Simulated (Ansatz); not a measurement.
# GaP: equation of state with BLYP+D3(BJ)

**Measured values to compare with.**

“Phosphorous dimerization in GaP at high pressure”, 2017, arxiv:1709.06667 reports, for a bulk crystal of GaP: bulk modulus 87.5 ± 0.6 GPa.

GaP:

```
Ga P
1.0
     0.00000    2.72525    2.72525
     2.72525    0.00000    2.72525
     2.72525    2.72525    0.00000
Ga P
1 1
Direct
  0.00000 0.00000 0.00000
  0.75000 0.75000 0.75000
```

| Item | Value |
| --- | --- |
| Program | Ansatz 0.2.0 |
| Task | equation of state |
| Functional | BLYP |
| Dispersion | D3(BJ) |
| Potentials or basis | Ansatz PAW |
| Cutoff | 420 eV |
| Density cutoff | 1680 eV |
| k mesh | 8 × 8 × 8 |
| Occupations | fermi-dirac, width 0.05 eV |
| Spin | no spin polarisation |

```yaml
Equilibrium_volume: 20.23 Å³/atom
Bulk_modulus: 81 GPa
Pressure_derivative_of_the_bulk_modulus: 4.6
```

Energy against volume, from the lowest point:
```
volume (Å³/atom)  energy (meV/atom)
          19.026              20.37
          19.431               8.64
          19.836               2.03
          20.240               0.00
          20.645               2.08
          21.050               7.81
          21.455              16.81
```

All runs of the series together: 6.3 s on 2 threads of Arm Neoverse V2 (shared host).

Measured bulk modulus of GaP: 87.5 GPa (“Phosphorous dimerization in GaP at high pressure”, 2017, arxiv:1709.06667). This calculation gives 81 GPa (-7.3 %). The fit is for a static lattice scaled at fixed shape and fixed fractional positions.

Caveat: the potentials were made for another functional, which shifts forces and pressure.
